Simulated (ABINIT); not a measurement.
Crystal: MgO.

```xyz
2
Lattice="0.0000 2.0970 2.0970 2.0970 0.0000 2.0970 2.0970 2.0970 0.0000" Properties=species:S:1:pos:R:3 pbc="T T T"
Mg    0.0000    0.0000    0.0000
O     2.0970    2.0970    2.0970
```

The cell is a database's computed one.

Base run:

| Item | Value |
| --- | --- |
| Program | ABINIT 10.8.3 (patched build) |
| Functional | AM05 |
| Potentials or basis | JTH PAW PBE v2.0 |
| Cutoff | 626 eV |
| k mesh | 11 × 11 × 11 |
| Occupations | fermi-dirac, width 0.05 eV |
| Spin | no spin polarisation |

Its results: band gap on the k mesh 4.84 eV, direct; pressure 3.4 GPa.

Question: After a change of settings the same cell gave: band gap on the k mesh 5.33 eV, direct; pressure 9.2 GPa. Which change was it?
A. functional from AM05 to PBE; k mesh from 11 × 11 × 11 to 7 × 7 × 7
B. functional from AM05 to HCTH407
C. functional from AM05 to RPBE
D. functional from AM05 to PBEsol; k mesh from 11 × 11 × 11 to 9 × 9 × 9

Answer: B.

Caveats: the PAW data sets were made with another functional, which shifts forces and pressure a little.

Not every run made on this cell is shown here.
